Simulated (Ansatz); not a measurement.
Runs of Ansatz 0.2.0 on CuI (Marshite). It takes space group F-43m (No. 216, cubic). The conventional cell has a = 6.063 Å, b = 6.063 Å, c = 6.063 Å, α = 90.00°, β = 90.00°, γ = 90.00°. I (site symmetry -43m) is surrounded by 4 Cu at 2.63 Å. Around Cu (site symmetry -43m) lie 4 I at 2.63 Å. 

| task | level | cell | k mesh | cutoff (eV) | smearing | basis error allowed | gap on the mesh (eV) | pressure (GPa) | relaxed volume (Å³/atom) |
| --- | --- | --- | --- | --- | --- | --- | --- | --- | --- |
| single point | PBE | as given | 8 × 8 × 8 | 283 | gaussian 0.026 eV | 0.001 eV/atom | 1.12 | 0.3 | - |
| band structure | RPBE | as given | 8 × 8 × 8 | 283 | fermi-dirac 0.05 eV | 0.001 eV/atom | (c) | 2.4 | - |
| band structure | revPBE | as given | 8 × 8 × 8 | 283 | fermi-dirac 0.05 eV | 0.001 eV/atom | 1.22 | (b) | - |
| relaxation of cell and atoms | PBEsol+D4 | relaxed | 8 × 8 × 8 | - | fermi-dirac 0.05 eV | 0.001 eV/atom | 1.24 | 0.0 | 25.56 |
| phonons | LDA | as given | 6 × 6 × 6 | 305 | fermi-dirac 0.05 eV | 0.001 eV/atom | 0.94 | - | - |
| single point | PBE | as given | 5 × 5 × 5 | 261 | fermi-dirac 0.02 eV | 0.002 eV/atom | 1.12 | 0.4 | - |
| relaxation of cell and atoms | BLYP+D4 | relaxed | 8 × 8 × 8 | - | fermi-dirac 0.05 eV | 0.001 eV/atom | 1.23 | 0.0 | 27.21 |
| relaxation of cell and atoms | revPBE+D3(BJ) | relaxed | 8 × 8 × 8 | - | fermi-dirac 0.05 eV | 0.001 eV/atom | 1.40 | 0.0 | (a) |

Alike in all rows: potentials or basis all-electron LAPW, scalar-relativistic; no spin polarisation.

Estimate the missing entries.

(a) 26.15; (b) 1.8; (c) 1.26.

Caveats: spin-orbit coupling is left out, which moves the levels of the heavy elements; an odd mesh through Γ misses points on the zone boundary, where band edges often lie (some runs).

A k mesh can miss the band edges, and the runs leave out spin-orbit coupling on I.

Not every run made on this cell is shown here.
